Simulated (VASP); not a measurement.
# MgS in VASP: one cell, several levels of theory

The task here is to estimate one member of a computed series from the others.

The runs shown are made with VASP 6.6.1. PAW datasets, plane waves. No spin polarisation and no zero-point or thermal motion.

**Starting point**

The cell comes from an earlier relaxation with r2SCAN in another program.

Space group Fm-3m (No. 225), cubic; conventional cell a = 5.203 Å, 17.61 Å³ an atom. Around Mg lie 6 S at 2.60 Å; around S lie 6 Mg at 2.60 Å.

The structure in full:

```xyz
2
Lattice="0.0000 2.6015 2.6015 2.6015 0.0000 2.6015 2.6015 2.6015 0.0000" Properties=species:S:1:pos:R:3 pbc="T T T"
Mg    0.0000    0.0000    0.0000
S     2.6015    2.6015    2.6015
```

Set-up of the first run:

The input, INCAR:

```
ENCUT = 520.000000
SIGMA = 0.020000
EDIFF = 1.00e-07
GGA = PE
PREC = Accurate
IBRION = -1
ISIF = 2
ISMEAR = -1
NBANDS = 11
NELM = 120
NSW = 0
LASPH = .TRUE.
LCHARG = .FALSE.
LWAVE = .FALSE.
LREAL = .FALSE.
```

The input, KPOINTS:

```
KPOINTS created by Atomic Simulation Environment
0
Gamma
8 8 8
0 0 0
```

The input, KPOINTS_OPT:

```
special points
6
Reciprocal
0.0000000000 0.0000000000 0.0000000000 1
0.5000000000 0.0000000000 0.5000000000 1
0.5000000000 0.2500000000 0.7500000000 1
0.3750000000 0.3750000000 0.7500000000 1
0.5000000000 0.5000000000 0.5000000000 1
0.6250000000 0.2500000000 0.6250000000 1
```

The input, POSCAR:

```
Mg S
 1.0000000000000000
     0.0000000000000000    2.6015179371121850    2.6015179371121850
     2.6015179371121850   -0.0000000000000000    2.6015179371121850
     2.6015179371121850    2.6015179371121850   -0.0000000000000000
 Mg  S
   1   1
Cartesian
 -0.0000000000000000 -0.0000000000000000  0.0000000000000000
  2.6015179371121850  2.6015179371121850  2.6015179371121850
```

The run uses the recommended PBE PAW datasets (8 valence electrons a neutral cell).

On the command line:

```
> mpirun -np 1 vasp_std
```

Among the steps run: PBE; Single point with r2SCAN; LDA; PBEsol at this geometry; Linear response to a field, PBE.

One table of the session follows, with a row left open; its other results are not shown here.

```
 level  gap (eV)  pressure (GPa)
   PBE      2.78            0.88
r2SCAN      3.43           -0.47
   LDA         ?               ?
PBEsol      2.70           -1.12
```

Estimate the missing values for LDA.

**Answer.** gap (eV): 2.56; pressure (GPa): -3.84. In the column «gap (eV)» it is the lowest.

In words: The gap spans 2.56 eV (LDA) to 3.43 eV (r2SCAN). At this one volume the pressure spans -3.8 GPa (LDA) to 0.9 GPa (PBE): PBE wants the largest cell and LDA the smallest. A mean ε∞ of 5.4 means a refractive index near 2.32 below the gap.
